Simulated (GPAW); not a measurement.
Runs of GPAW 26.7.0 on MoS2. The cell holds a slab with vacuum, 6 atoms: a = 3.185 Å, b = 3.185 Å, c = 21.671 Å, α = 90.00°, β = 90.00°, γ = 120.00°. 

```tsv
task	level	potentials or basis	cell	k mesh	cutoff (eV)	smearing	exx fractions	optimizer	fmax	max steps	band path	mesh quality	gap on the mesh (eV)	V0 of scaled cells (Å³/atom)	B0 (GPa)	largest force (eV/Å)
one-shot levels on a semilocal density	r2SCAN	GPAW PAW data sets (gpaw-data 1.2.1), pw	as given	4 × 4 × 1	500	fermi-dirac 0.001 eV	r2SCAN0 0.25, r2SCANh 0.1, r2SCAN50 0.5	-	-	-	-	coarse	1.79	-	-	-
relaxation of cell and atoms	PBEsol+D4	PAW data sets generated in the run's folder for this functional, pw	relaxed	6 × 6 × 1	600	fermi-dirac 0.05 eV	-	BFGS	0.05 eV/Å	60	-	coarse	(a)	-	-	0.02
band structure	LDA	JTH PAW 2.0, LDA, pw	as given	6 × 6 × 1	600	fermi-dirac 0.05 eV	-	-	-	-	GMKGALHA,LM,KH	coarse	1.24	-	-	0.38
equation of state	LDA	the program's PAW data sets (release 1.2.1) made for this functional, newer versions, pw	as given	6 × 6 × 1	600	fermi-dirac 0.05 eV	-	-	-	-	-	coarse	-	30.41	92	-
equation of state	PBEsol	PAW data sets generated in the run's folder for this functional, pw	as given	10 × 10 × 2	600	fermi-dirac 0.05 eV	-	-	-	-	-	not flagged	-	31.03	87	-
band structure	LDA	the program's PAW data sets (release 1.2.1) made for this functional, pw	as given	6 × 6 × 1	600	fermi-dirac 0.05 eV	-	-	-	-	GMKGALHA,LM,KH	not flagged	(b)	-	-	0.42
dielectric tensor	LDA	the program's PAW data sets (release 1.2.1) made for this functional, pw	as given	8 × 8 × 1	450	fermi-dirac 0.001 eV	-	-	-	-	-	not flagged	1.39	-	-	-
equation of state	LDA	PAW data sets generated in the run's folder for this functional, pw	as given	6 × 6 × 1	600	fermi-dirac 0.05 eV	-	-	-	-	-	coarse	-	30.42	91	-
```

Alike in all rows: no spin polarisation.

Question: Fill in the values left out.

Answer: (a) 1.12; (b) 1.21.

Caveats: some runs use coarse meshes; the cell was scaled at fixed shape and fractional positions, which overstates the stiffness of a crystal with free parameters, most of all of layers and chains (some runs); energy and the plain gap are those of the semilocal run (some runs); the hybrids' values are one shot on its orbitals and mesh (some runs); the PAW data sets were made with another functional, which shifts forces and pressure a little (some runs); later steps reuse the first step's grids (some runs); the program truncates these outside data sets (some runs); the long-wavelength limit can be off by several per cent where d states take part (some runs).

A k mesh can miss the band edges, and the runs leave out spin-orbit coupling on Mo.

Not every run made on this cell is shown here.
